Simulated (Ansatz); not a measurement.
# NiO (zincblende): the equilibrium volume

Aim: the volume at which the pressure of NiO (zincblende) vanishes. The start comes from a prototype table, not from a measured structure.

Program: Ansatz 0.2.0. Level of theory: DFT PBE+U (U_eff = 6.2 eV on Ni 3d), scalar-relativistic, plane waves, PAW. These are calculated values, not measurements.

6 further runs of the same task are left out: 6 that didn't finish. Runs told in other sessions of the task aren't counted.

**1. The structure to begin with**

The structure is cubic, space group F-43m (No. 216). Conventional cell: a = 4.537 Å, b = 4.537 Å, c = 4.537 Å, α = 90.00°, β = 90.00°, γ = 90.00°. Ni (site symmetry -43m) has 4 O at 1.96 Å in its first shell of neighbours. O (site symmetry -43m) is surrounded by 4 Ni at 1.96 Å.

Coordinates:

```
CELL_PARAMETERS angstrom
0.00000 2.26852 2.26852
2.26852 0.00000 2.26852
2.26852 2.26852 0.00000
ATOMIC_POSITIONS crystal
Ni 0.00000 0.00000 0.00000
O 0.25000 0.25000 0.25000
```

The moments start at Ni 2.00 μB.

**2. Seeding the open shells on a coarse mesh**

Contents of input.yaml:

```yaml
crystal:
  lattice:
    - [0.0, 2.2685246777, 2.2685246777]
    - [2.2685246777, 0.0, 2.2685246777]
    - [2.2685246777, 2.2685246777, 0.0]
  atoms:
    - { symbol: Ni, position: [0.0, 0.0, 0.0], spin: 2.0 }
    - { symbol: O, position: [0.25, 0.25, 0.25] }
basis:
  ecutwfc: 420
  ecutrho_ratio: 4
kpoints:
  mp_grid: { grid: [5, 5, 5] }
hamiltonian:
  xc: pbe
  hubbard: { sites: [{ species: Ni, l: d, u_eff: 6.2 }] }
scf:
  occupations: { method: gaussian, width: 0.05 }
output:
  forces: true
  stress: true
  eigenvalues: true
  populations: true
  hubbard: { sites: [{ species: Ni, l: d }] }
magnetization:
  spin_polarized: true
```

Launch:

```
> ansatz run input.yaml --threads 2 --pin off --max-ram 2662MiB --backend cpu --events-out ev --progress --plain --runs-dir out
```

Further steps of the session: The same volume on a finer mesh; A step to a new volume; Next volume: 12.564 Å³/atom.

**Question.** What will these runs give? Wanted: volume; pressure; conventional cell; gap on the mesh; spin moments in spheres.

As calculated:

| quantity | value |
| --- | --- |
| volume | 12.564 Å³/atom |
| pressure | -0.01 GPa |
| conventional cell | a = 4.649 Å, b = 4.649 Å, c = 4.649 Å, α = 90.00°, β = 90.00°, γ = 90.00° |
| gap on the mesh | 0.27 eV |
| spin moments in spheres | Ni 1.72; O 0.11 μB |

In words: From the first run shown, the volume went from 11.67 to 12.56 Å³/atom (+7.6 %) in 4 runs, where the pressure is zero within 0.01 GPa. A non-hydrostatic stress of up to 3.0 GPa is left, since the cell's shape wasn't relaxed in this state. Another start or magnetic order reached a lower energy, so these numbers don't belong to the lowest state found.
